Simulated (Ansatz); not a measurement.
# ZrN: how the settings move a relaxation

Question: which choices in the input matter for ZrN?

The COD entry's cell or inner coordinates are ideal or old and differ from later refinements, so a difference from it is no clean test against experiment.

Program: Ansatz 0.2.0. Level of theory: reference: DFT, r2SCAN, PAW with Ansatz's default frozen-core files, scalar-relativistic; relaxation of cell and atoms. These are calculated values, not measurements.

**1. The structure to begin with**

The structure is cubic, space group Fm-3m (No. 225). Conventional cell: a = 4.600 Å, b = 4.600 Å, c = 4.600 Å, α = 90.00°, β = 90.00°, γ = 90.00°. Around Zr (site symmetry m-3m) lie 6 N at 2.30 Å. Around N (site symmetry m-3m) lie 6 Zr at 2.30 Å.

Coordinates:

```cif
data_structure
_symmetry_space_group_name_H-M 'P 1'
_symmetry_Int_Tables_number 1
_cell_length_a 3.2527
_cell_length_b 3.2527
_cell_length_c 3.2527
_cell_angle_alpha 60.000
_cell_angle_beta 60.000
_cell_angle_gamma 60.000
_cell_volume 24.33
loop_
_atom_site_label
_atom_site_type_symbol
_atom_site_fract_x
_atom_site_fract_y
_atom_site_fract_z
_atom_site_occupancy
Zr1 Zr 0.50000 0.50000 0.50000 1
N1 N 0.00000 0.00000 0.00000 1
```

**2. Baseline**

input.yaml reads:

```yaml
crystal:
  lattice:
    - [0.0, 2.3, 2.3]
    - [2.3, 0.0, 2.3]
    - [2.3, 2.3, 0.0]
  atoms:
    - { symbol: Zr, position: [0.5, 0.5, 0.5] }
    - { symbol: "N", position: [0.0, 0.0, 0.0] }
kpoints:
  mp_grid: { grid: [14, 14, 14] }
scf:
  occupations: { method: fermi_dirac, width: 0.08 }
hamiltonian:
  xc: r2scan
  pseudopotentials: { kind: paw }
relax:
  f_tol: 0.002
  max_steps: 80
  cell: {}
output:
  forces: true
  stress: true
```

Run with:

```
ansatz run input.yaml --threads 2 --pin off --max-ram 6144MiB --backend cpu --events-out ev --progress --plain --runs-dir out
```

Excerpt of the output:

```text
[...]
Basis set: ecut = 500 eV, 609 PW (Γ), exchange–correlation on 96×96×96 points (64 copies of the dense FFT grid, shifted against one another)
[...]
k-points: 104 of 2744
[...]
SCF iter   1: F=—  HF=-4583.657367 eV  |F-HF|=—  |Δ(HF+E_count)|=         —  Δρ=1.23e-2  dr2=4.53e-2  dr2_τ=1.13e-1  ethr=1.77e-3  ⟨swp⟩=5.1  Hψ=6830  notcnv=0
preconditioner: auto → none  [metal: Δε(μ)=0.046 eV  Ē_g=11.285 eV  σ=0.080 eV  W_gap=0.14  n_scr=8 (ndim 8)  ℏωp=22.6 eV  f_vac=0.000  D(μ)=0.73/eV (n_scr^D=0)  sad-step TF]
SCF iter   2: F=—  HF=-4583.726211 eV  |F-HF|=—  |Δ(HF+E_count)|=   6.88e-2  Δρ=7.10e-3  dr2=1.16e-2  dr2_τ=6.62e-4  ethr=2.66e-4  ⟨swp⟩=2.0  Hψ=3116  notcnv=0  defer=4
[...]
relax step   1: F+E_penalty+E_count = -4583.72508582 eV  Δ(F+E_penalty+E_count) = +0.000e0 eV  max|allowed force component| = 2.071e-29 eV/Å  Δτ_max = 0.0000 Å  P = -2.278 GPa  Ω = 24.334 Å³  (7 SCF iters, dr2 threshold 1.00e-7 eV, accepted)
[...]
relax step   2: F+E_penalty+E_count = -4583.72609684 eV  Δ(F+E_penalty+E_count) = -1.011e-3 eV  max|allowed force component| = 1.205e-29 eV/Å  Δτ_max = 0.0000 Å  P = +1.656 GPa  Ω = 23.970 Å³  energy of the carried Pulay correction = +2.451e-4 eV  (7 SCF iters
[...]
relax step   3: F+E_penalty+E_count = -4583.72676409 eV  Δ(F+E_penalty+E_count) = -6.672e-4 eV  max|allowed force component| = 7.231e-30 eV/Å  Δτ_max = 0.0000 Å  P = -0.024 GPa  Ω = 24.122 Å³  energy of the carried Pulay correction = +1.424e-4 eV  (6 SCF iters
[...]
SCF iter   4: F=—  HF=-4583.726621 eV  |F-HF|=—  |Δ(HF+E_count)|=   6.44e-9  Δρ=1.53e-6  dr2=5.56e-11  dr2_τ=9.84e-11  ethr=1.93e-11  ⟨swp⟩=3.0  Hψ=2521  notcnv=0
SCF iter   5: F=-4583.726621 eV  HF=-4583.726621 eV  |F-HF|=9.09e-13  |Δ(HF+E_count)|=  1.79e-10  Δρ=1.16e-7  dr2=7.43e-13  dr2_τ=8.19e-13  ethr=1.00e-12  ⟨swp⟩=5.8  Hψ=5545  notcnv=0
[...]
relax step   4: F+E_penalty+E_count = -4583.72662069 eV  Δ(F+E_penalty+E_count) = +1.434e-4 eV  max|allowed force component| = 8.119e-30 eV/Å  Δτ_max = 0.0000 Å  P = -0.023 GPa  Ω = 24.122 Å³  stress off target by 2.34e-2 GPa  SCF on the basis re-selected at t
[...]
SCF converged after 5 iterations
Free energy (F): -4583.726621 eV
[...]
E sigma→0 (E₀):  -4583.719055 eV
[...]
Fermi energy:    17.884009 eV
[...]
  P = ⅓ Tr σ = -0.0234 GPa (-0.234 kbar)
--- Relaxed structure (3 steps of the walk, 3 accepted, 1 SCFs on fresh bases) ---
[...]
```

Run time: 7.4 s. Hardware: 2 threads of Arm Neoverse V1, shared host; peak memory 0.4 GiB.

**3. Changed: chi_scale 0.3, accuracy high**

Edit input.yaml of step 2 so:

```diff
@@ -12,2 +12,3 @@
   occupations: { method: fermi_dirac, width: 0.08 }
+  initial_density: { chi_scale: 0.3 }
 hamiltonian:
@@ -22 +23,6 @@
   stress: true
+  write_density: true
+  write_potential: true
+  elf: true
+  volumetric_format: npy
+accuracy: high
```

Run with:

```
ansatz run input.yaml --threads 2 --pin off --max-ram 6144MiB --backend cpu --events-out ev --progress --plain --runs-dir out
```

Log:

```text
Engine: ansatz 0.2.0
Pseudopotentials: kind: paw
Pseudopotential: Zr, paw, valence charge 12, recommended cutoff 500 eV (meta_gga), Zr.paw.azcp
Pseudopotential: N, paw, valence charge 5, recommended cutoff 500 eV (meta_gga), N.paw.azcp
Functional definition: r2SCAN
  parameter k0 = 0.174
  parameter k1 = 0.065
  parameter a1 = 4.9479
  exchange = r2scan_x(k0 = k0, k1 = k1, a1 = a1)
  correlation = r2scan_c
Crystal: 2 atoms, lattice volume = 24.334 Å³
Basis set: ecut = 500 eV, 609 PW (Γ), exchange–correlation on 135×135×135 points (125 copies of the dense FFT grid, shifted against one another)
Bands: 13, of which v1, the nominal top of the filled ones, is band 9 counted from 1 (8 counted from 0)
Symmetry: 48 space group operations
Space group: Fm-3m (ITA 225), of the structure as read, at distance tolerance 2.9e-5 Å
k-points: 104 of 2744
Non-local potential: Zr, projectors of the file, l = 0: 3, l = 1: 2, l = 2: 2, l = 3: 2
Non-local potential: N, projectors of the file, l = 0: 2, l = 1: 2, l = 2: 1
PAW form: soft (Blöchl's): semilocal exchange-correlation on the pseudo side does not see the compensation charge
PAW frozen core: Zr, regenerated for the run's functional (the file was generated under x = pbe(κ = 0.804, μ = 0.2195149727645171), c = pbe(β = 0.06672455060314922))
PAW frozen core: N, regenerated for the run's functional (the file was generated under x = pbe(κ = 0.804, μ = 0.2195149727645171), c = pbe(β = 0.06672455060314922))
PAW one-centre angular grid: Zr, 590 points (default); XC on 160 Gauss nodes
PAW one-centre angular grid: N, 302 points (default); XC on 160 Gauss nodes
Initial density: superposition of atomic densities (chi_scale 0.3, normalization cell, long waves kept (reshape's long-wave potential 0.00 eV rms))
Initial wavefunctions: pseudopotential atomic-orbital guess
Functional: x = r2scan, c = r2scan; τ floored in thin density (d = 2e-4 eV/Å³)
SCF iter   1: F=—  HF=-4586.988041 eV  |F-HF|=—  |Δ(HF+E_count)|=         —  Δρ=2.35e-1  dr2=1.61e1  dr2_τ=5.45e-1  ethr=3.10e-3  ⟨swp⟩=5.0  Hψ=6790  notcnv=0
preconditioner: auto → none  [metal: Δε(μ)=0.074 eV  Ē_g=9.461 eV  σ=0.080 eV  W_gap=0.22  n_scr=8 (ndim 8)  ℏωp=22.6 eV  f_vac=0.000  D(μ)=0.79/eV (n_scr^D=8)  sad-step TF]
SCF iter   2: F=—  HF=-4583.489613 eV  |F-HF|=—  |Δ(HF+E_count)|=    3.50e0  Δρ=2.30e-2  dr2=9.40e-2  dr2_τ=5.47e-1  ethr=3.10e-3  ⟨swp⟩=3.6  Hψ=3886  notcnv=0
SCF iter   3: F=—  HF=-4583.673739 eV  |F-HF|=—  |Δ(HF+E_count)|=   1.84e-1  Δρ=9.79e-3  dr2=1.14e-2  dr2_τ=2.04e-3  ethr=5.53e-4  ⟨swp⟩=2.3  Hψ=2943  notcnv=0  defer=1
SCF iter   4: F=—  HF=-4583.723993 eV  |F-HF|=—  |Δ(HF+E_count)|=   5.03e-2  Δρ=2.23e-3  dr2=1.22e-3  dr2_τ=3.53e-4  ethr=6.69e-5  ⟨swp⟩=2.0  Hψ=2282  notcnv=0  defer=1
SCF iter   5: F=—  HF=-4583.725066 eV  |F-HF|=—  |Δ(HF+E_count)|=   1.07e-3  Δρ=6.23e-4  dr2=4.11e-5  dr2_τ=5.03e-6  ethr=7.19e-6  ⟨swp⟩=2.0  Hψ=1793  notcnv=0  defer=1
SCF iter   6: F=—  HF=-4583.725079 eV  |F-HF|=—  |Δ(HF+E_count)|=   1.35e-5  Δρ=7.81e-5  dr2=1.69e-6  dr2_τ=1.94e-7  ethr=2.41e-7  ⟨swp⟩=2.5  Hψ=2261  notcnv=0  defer=1
SCF iter   7: F=—  HF=-4583.725078 eV  |F-HF|=—  |Δ(HF+E_count)|=   4.73e-7  Δρ=2.19e-5  dr2=1.35e-7  dr2_τ=6.20e-9  ethr=5.88e-10  ⟨swp⟩=8.4  Hψ=7688  notcnv=0
SCF iter   8: F=-4583.725078 eV  HF=-4583.725078 eV  |F-HF|=2.53e-10  |Δ(HF+E_count)|=   1.08e-8  Δρ=2.39e-6  dr2=1.42e-9  dr2_τ=1.32e-10  ethr=5.88e-10  ⟨swp⟩=7.9  Hψ=6998  notcnv=0
SCF 1 converged in 8 iterations: F = -4583.725078 eV  dr2 = 1.42e-9
relax step   1: F+E_penalty+E_count = -4583.72507848 eV  Δ(F+E_penalty+E_count) = +0.000e0 eV  max|allowed force component| = 1.006e-29 eV/Å  Δτ_max = 0.0000 Å  P = -2.278 GPa  Ω = 24.334 Å³  (8 SCF iters, dr2 threshold 1.00e-7 eV, accepted)
Crystal: 2 atoms, lattice volume = 23.970 Å³
Initial density: handed on by an earlier stage of this run
Initial wavefunctions: those handed on with the density
iter 1 solved again at ethr=6.54e-7 eV; its pass at ethr=3.10e-3 eV (dr2=1.11e-4 eV) is discarded
SCF iter   1: F=—  HF=-4583.721365 eV  |F-HF|=—  |Δ(HF+E_count)|=         —  Δρ=8.28e-4  dr2=1.12e-4  dr2_τ=3.18e-3  ethr=6.54e-7  ⟨swp⟩=2.0  Hψ=8723  notcnv=0
preconditioner: auto → none  [metal: Δε(μ)=0.038 eV  Ē_g=11.245 eV  σ=0.080 eV  W_gap=0.12  n_scr=8 (ndim 8)  ℏωp=22.8 eV  f_vac=0.000  D(μ)=0.74/eV (n_scr^D=0)]
SCF iter   2: F=—  HF=-4583.726130 eV  |F-HF|=—  |Δ(HF+E_count)|=   4.76e-3  Δρ=1.01e-3  dr2=2.30e-4  dr2_τ=2.41e-5  ethr=6.54e-7  ⟨swp⟩=2.0  Hψ=2271  notcnv=0
SCF iter   3: F=—  HF=-4583.726087 eV  |F-HF|=—  |Δ(HF+E_count)|=   4.26e-5  Δρ=2.79e-4  dr2=1.67e-5  dr2_τ=5.08e-6  ethr=6.54e-7  ⟨swp⟩=2.0  Hψ=1816  notcnv=0
SCF iter   4: F=—  HF=-4583.726090 eV  |F-HF|=—  |Δ(HF+E_count)|=   3.20e-6  Δρ=1.70e-4  dr2=6.67e-6  dr2_τ=3.86e-7  ethr=9.81e-8  ⟨swp⟩=2.3  Hψ=2275  notcnv=0
SCF iter   5: F=—  HF=-4583.726089 eV  |F-HF|=—  |Δ(HF+E_count)|=   9.40e-7  Δρ=4.64e-5  dr2=4.55e-7  dr2_τ=1.71e-8  ethr=3.93e-8  ⟨swp⟩=2.0  Hψ=1526  notcnv=0
SCF iter   6: F=-4583.726089 eV  HF=-4583.726089 eV  |F-HF|=6.94e-9  |Δ(HF+E_count)|=   4.09e-8  Δρ=6.43e-6  dr2=1.09e-8  dr2_τ=3.66e-10  ethr=1.18e-9  ⟨swp⟩=8.4  Hψ=7207  notcnv=0
SCF 2 converged in 6 iterations: F = -4583.726089 eV  dr2 = 1.09e-8
relax step   2: F+E_penalty+E_count = -4583.72608912 eV  Δ(F+E_penalty+E_count) = -1.011e-3 eV  max|allowed force component| = 4.618e-30 eV/Å  Δτ_max = 0.0000 Å  P = +1.658 GPa  Ω = 23.970 Å³  energy of the carried Pulay correction = +2.451e-4 eV  (6 SCF iters, dr2 threshold 2.00e-7 eV, accepted)
Crystal: 2 atoms, lattice volume = 24.122 Å³
iter 1 solved again at ethr=1.15e-7 eV; its pass at ethr=3.10e-3 eV (dr2=1.95e-5 eV) is discarded
SCF iter   1: F=—  HF=-4583.725939 eV  |F-HF|=—  |Δ(HF+E_count)|=         —  Δρ=3.48e-4  dr2=1.92e-5  dr2_τ=5.67e-4  ethr=1.15e-7  ⟨swp⟩=2.0  Hψ=8625  notcnv=0
preconditioner: auto → none  [metal: Δε(μ)=0.039 eV  Ē_g=11.190 eV  σ=0.080 eV  W_gap=0.12  n_scr=8 (ndim 8)  ℏωp=22.7 eV  f_vac=0.000  D(μ)=0.75/eV (n_scr^D=0)]
SCF iter   2: F=—  HF=-4583.726764 eV  |F-HF|=—  |Δ(HF+E_count)|=   8.24e-4  Δρ=4.17e-4  dr2=3.98e-5  dr2_τ=3.94e-6  ethr=1.13e-7  ⟨swp⟩=2.0  Hψ=2271  notcnv=0
SCF iter   3: F=—  HF=-4583.726757 eV  |F-HF|=—  |Δ(HF+E_count)|=   6.78e-6  Δρ=1.43e-4  dr2=5.19e-6  dr2_τ=1.37e-6  ethr=1.13e-7  ⟨swp⟩=2.0  Hψ=1816  notcnv=0
SCF iter   4: F=—  HF=-4583.726757 eV  |F-HF|=—  |Δ(HF+E_count)|=   4.40e-8  Δρ=8.59e-5  dr2=1.93e-6  dr2_τ=6.17e-8  ethr=3.05e-8  ⟨swp⟩=1.5  Hψ=1625  notcnv=0
SCF iter   5: F=—  HF=-4583.726757 eV  |F-HF|=—  |Δ(HF+E_count)|=   2.80e-7  Δρ=3.52e-5  dr2=3.41e-7  dr2_τ=8.36e-9  ethr=1.13e-8  ⟨swp⟩=1.5  Hψ=1419  notcnv=0
SCF iter   6: F=-4583.726757 eV  HF=-4583.726757 eV  |F-HF|=9.74e-9  |Δ(HF+E_count)|=   6.65e-8  Δρ=6.67e-6  dr2=1.32e-8  dr2_τ=2.55e-10  ethr=1.18e-9  ⟨swp⟩=8.0  Hψ=7054  notcnv=0
SCF 3 converged in 6 iterations: F = -4583.726757 eV  dr2 = 1.32e-8
relax step   3: F+E_penalty+E_count = -4583.72675672 eV  Δ(F+E_penalty+E_count) = -6.676e-4 eV  max|allowed force component| = 6.114e-30 eV/Å  Δτ_max = 0.0000 Å  P = -0.025 GPa  Ω = 24.122 Å³  energy of the carried Pulay correction = +1.423e-4 eV  (6 SCF iters, dr2 threshold 2.00e-7 eV, accepted)
Initial wavefunctions: pseudopotential atomic-orbital guess (no wavefunctions were taken with the density)
iter 1 solved again at ethr=4.68e-8 eV; its pass at ethr=3.10e-3 eV (dr2=7.95e-6 eV) is discarded
SCF iter   1: F=—  HF=-4583.726613 eV  |F-HF|=—  |Δ(HF+E_count)|=         —  Δρ=2.92e-5  dr2=3.25e-8  dr2_τ=1.97e-7  ethr=4.68e-8  ⟨swp⟩=3.0  Hψ=10998  notcnv=0
preconditioner: auto → none  [metal: Δε(μ)=0.039 eV  Ē_g=11.191 eV  σ=0.080 eV  W_gap=0.12  n_scr=8 (ndim 8)  ℏωp=22.7 eV  f_vac=0.000  D(μ)=0.75/eV (n_scr^D=0)]
SCF iter   2: F=—  HF=-4583.726613 eV  |F-HF|=—  |Δ(HF+E_count)|=   4.95e-8  Δρ=1.52e-5  dr2=1.23e-8  dr2_τ=1.02e-8  ethr=1.91e-10  ⟨swp⟩=2.0  Hψ=1855  notcnv=0
SCF iter   3: F=—  HF=-4583.726613 eV  |F-HF|=—  |Δ(HF+E_count)|=   6.30e-9  Δρ=8.40e-6  dr2=3.65e-9  dr2_τ=3.14e-9  ethr=7.23e-11  ⟨swp⟩=2.1  Hψ=1782  notcnv=0
SCF iter   4: F=—  HF=-4583.726613 eV  |F-HF|=—  |Δ(HF+E_count)|=   3.10e-9  Δρ=7.10e-7  dr2=2.16e-11  dr2_τ=1.95e-11  ethr=2.15e-11  ⟨swp⟩=2.3  Hψ=2042  notcnv=0
SCF iter   5: F=-4583.726613 eV  HF=-4583.726613 eV  |F-HF|=1.82e-12  |Δ(HF+E_count)|=  4.55e-11  Δρ=1.34e-7  dr2=1.29e-12  dr2_τ=1.16e-12  ethr=1.00e-12  ⟨swp⟩=5.4  Hψ=5454  notcnv=0
SCF 4 converged in 5 iterations: F = -4583.726613 eV  dr2 = 1.29e-12
relax step   4: F+E_penalty+E_count = -4583.72661329 eV  Δ(F+E_penalty+E_count) = +1.434e-4 eV  max|allowed force component| = 1.404e-29 eV/Å  Δτ_max = 0.0000 Å  P = -0.024 GPa  Ω = 24.122 Å³  stress off target by 2.38e-2 GPa  SCF on the basis re-selected at this cell (its energy is not comparable with the rows above)  (5 SCF iters)
basis re-selected at this cell: Δ(F+E_penalty+E_count) = +1.434e-4 eV, ΔP = +0.001 GPa vs the last step (what re-selecting the basis moved, of the pressure what is left beyond the Pulay correction that the steps carried, after the strain that the cell walked since its last selection, with what the two solves' SCF thresholds leave and, on support functions, any second-order correction that the steps lacked; it is no measure of the basis error at this ecutwfc). This SCF's stress stands 2.38e-2 GPa from its target on what of the cell is left free (relax.cell.stress_tol is 5.00e-2 GPa) and its largest allowed force component is 1.40e-29 eV/Å (relax.f_tol is 2.00e-3 eV/Å): within both
SCF converged after 5 iterations
Free energy (F): -4583.726613 eV
Harris-Foulkes:  -4583.726613 eV  (|F-HF|=1.82e-12)
Internal energy: -4583.711482 eV  (E = F + TS)
E sigma→0 (E₀):  -4583.719048 eV
Entropy (-TS):   -0.015131 eV (-7.566 meV/atom)
Fermi energy:    17.883979 eV
--- Per-component energies (eV) ---
  E_band       = -38.383065
  E_kinetic    = 467.595794
  E_local      = -622.547539  (includes V_loc(G=0)·N_el)
  E_nonlocal   = 122.260884
  E_hartree    = 187.624270
  E_xc         = -217.915359
  E_vxc        = -298.913149  (∫ρ·V_xc dr)
  E_paw        = -3098.949952  (= ΣΔE_a)
  E_vpaw       = -99.241075  (= ΣTr[D̂ρ^β])
  E_aug_tail   = 0.000025  (compensation charges beyond the density's cutoff)
  E_vtau       = 17.213470  (kinetic-family band-sum trace: ∫τ·v_τ [+ j·A + Jᵃ·Aᵃ] dr)
  E_ewald      = -1421.585298
  E_core_change = -0.194306  (= ΣΔE_core)
  E_smearing   = -0.015131  (= −TS)
  E_closure    = -0.000000  (closes the sum)
  Σ components = -4583.726613   (vs F -4583.726613, Δ=0.00e0)
--- Forces (eV/Å), atoms counted from 1 ---
  atom   1  Zr     0.00000000    -0.00000000     0.00000000
  atom   2  N     -0.00000000     0.00000000     0.00000000
  max |Σ_I F_I| component: 2.66e-29 eV/Å
--- Stress (GPa, compression-positive) ---
       -0.023804      -0.000000      -0.000000
       -0.000000      -0.023804       0.000000
       -0.000000       0.000000      -0.023804
  P = ⅓ Tr σ = -0.0238 GPa (-0.238 kbar)
--- Band table (eV; the first three rows and the last of 104) ---
  k-point 0: bands = ["-33.6088", "-10.5261", "-10.5261", "-10.5261", "0.4321", "14.8457", "14.8457", "14.8457", "17.4810", "17.4810", "17.4810", "19.5258", "19.5258"]
  k-point 1: bands = ["-33.6016", "-10.5925", "-10.5306", "-10.5306", "0.5376", "14.4175", "14.5506", "14.5506", "17.6285", "17.6379", "17.6379", "19.9086", "19.9086"]
  k-point 2: bands = ["-33.5816", "-10.7739", "-10.5432", "-10.5432", "0.8322", "13.4675", "13.9050", "13.9050", "17.9157", "18.0423", "18.0423", "20.8645", "20.8645"]
  k-point 103: bands = ["-33.4152", "-11.2395", "-11.1127", "-10.9540", "1.5010", "12.1210", "12.7484", "12.8157", "18.1431", "19.6732", "22.4587", "22.5782", "23.9439"]
--- Relaxed structure (3 steps of the walk, 3 accepted, 1 SCFs on fresh bases) ---
  F+E_penalty+E_count = -4583.72661329 eV   max|allowed force component| = 1.404e-29 eV/Å   (the final SCF, on the basis selected at the relaxed cell)
  cell:  # Å, volume = 24.1218 Å³
    - [1.579565330197633e-33, 2.2932949803907503, 2.2932949803907503]
    - [2.2932949803907503, 3.5667604230269144e-34, 2.2932949803907503]
    - [2.2932949803907503, 2.2932949803907503, 1.2738430082238975e-33]
  atoms:
    - { symbol: Zr, position: [0.5, 0.5, 0.5] }
    - { symbol: N, position: [-2.72578400190239e-36, 3.0528780821310025e-36, 5.669630723961089e-36] }
```

Wall time 10 s (2 threads of Arm Neoverse V1, shared host); peak memory 0.49 GiB.

Changing the start and accuracy level leaves the energy as it was (0.0 meV/atom).

**4. All runs together**

```tsv
run	ending	energy change	pressure (GPa)	gap (eV)	force (eV/Å)	cycles	time
reference	converged	0	0.0	0.00	0.00	25	7.4 s
1: chi_scale 0.3, accuracy high	converged	0.0 meV/atom	0.0	0.00	0.00	25	10 s
```

Times don't compare one to one where runs were asked for different outputs or read a saved state (see the inputs); cycles may leave out searches for a lower state.

**Reading.** Changing the start and accuracy level leaves the energy as it was (0.0 meV/atom).
